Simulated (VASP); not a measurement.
A run of VASP 6.6.1 is set up as follows.

The input INCAR:

```
SYSTEM = Mg
PREC = Accurate
ENCUT = 500
EDIFF = 1E-6
ISMEAR = 0
SIGMA = 0.05
LREAL = .FALSE.
LASPH = .TRUE.
NELM = 80
ALGO = Normal
ISIF = 2
LWAVE = .FALSE.
LCHARG = .FALSE.
GGA = OR
LUSE_VDW = .TRUE.
AGGAC = 0.0
IBRION = 2
NSW = 40
EDIFFG = -0.02
```

File KPOINTS:

```
Automatic mesh
0
G
  11 11 11
  0 0 0
```

The input POSCAR:

```
Mg
1.0
   -1.7857930000      1.7565770000      1.7379510000
    1.7672960000     -1.7826090000      1.7454860000
    1.8169320000      1.8137480000     -1.7639830000
Mg
1
Direct
   -0.0052390000      0.0035580000     -0.0027120000
```

Potentials or basis: VASP PAW PBE potentials, release 64 (Mg).

Command:

```sh
$ cat potpaw_PBE.64/Mg/POTCAR > POTCAR
$ mpirun -np 1 vasp_std > vasp.out
```

Question: Estimate the band gap on the k mesh.

Answer: None (metal or under the smearing width).

Final structure:
```cif
data_structure
_symmetry_space_group_name_H-M 'P 1'
_symmetry_Int_Tables_number 1
_cell_length_a 3.0488
_cell_length_b 3.0574
_cell_length_c 3.1149
_cell_angle_alpha 109.004
_cell_angle_beta 109.208
_cell_angle_gamma 110.430
_cell_volume 22.29
loop_
_atom_site_label
_atom_site_type_symbol
_atom_site_fract_x
_atom_site_fract_y
_atom_site_fract_z
_atom_site_occupancy
Mg1 Mg 0.99476 0.00356 0.99729 1
```

Caveat: the relaxation stopped at its first step, so nothing moved.
